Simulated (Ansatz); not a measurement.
**FeS$_{2}$: reading a single point**

```
CELL_PARAMETERS angstrom
4.53141 0.00000 0.00000
0.00000 5.45581 0.00000
0.00000 0.00000 3.38252
ATOMIC_POSITIONS crystal
Fe 0.00000 0.00000 0.00000
Fe 0.50000 0.50000 0.50000
S 0.21340 0.36900 0.00000
S 0.78660 0.63100 0.00000
S 0.71340 0.13100 0.50000
S 0.28660 0.86900 0.50000
```

Method: r2SCAN, no spin polarisation; PAW, plane waves to 500 eV, 6×5×8 Γ-centred mesh, fermi-dirac occupations (width 0.1 eV) (Ansatz 0.2.0), atoms fixed.

(1) What is the band gap?

(2) Give the Bader charges.

(3) Which orbitals make up the band edges?

(4) Is the cell too large or too small?

Origin: a known structure type with other elements, at an estimated volume, so it need not be a known compound. Caveats: no spin polarisation, so a magnetic state may lie lower.

Results:

(1) The gap is 0.94 eV, indirect (the least direct gap found is 1.27 eV).

(2) Bader charges in e: Fe +0.83, S -0.42. In the mean Fe gives up most and S takes most.

(3) Within 0.7 eV of the edges, the states project mainly on Fe d (83 %) and S p (14 %) below the gap and on S p (46 %) and Fe d (44 %) above it.

(4) The pressure is -4.2 GPa (compression positive), so with the atoms held at these fractions the cell would first shrink. The principal stresses -6.3, -4.7, -1.6 GPa differ, so its shape would change too.
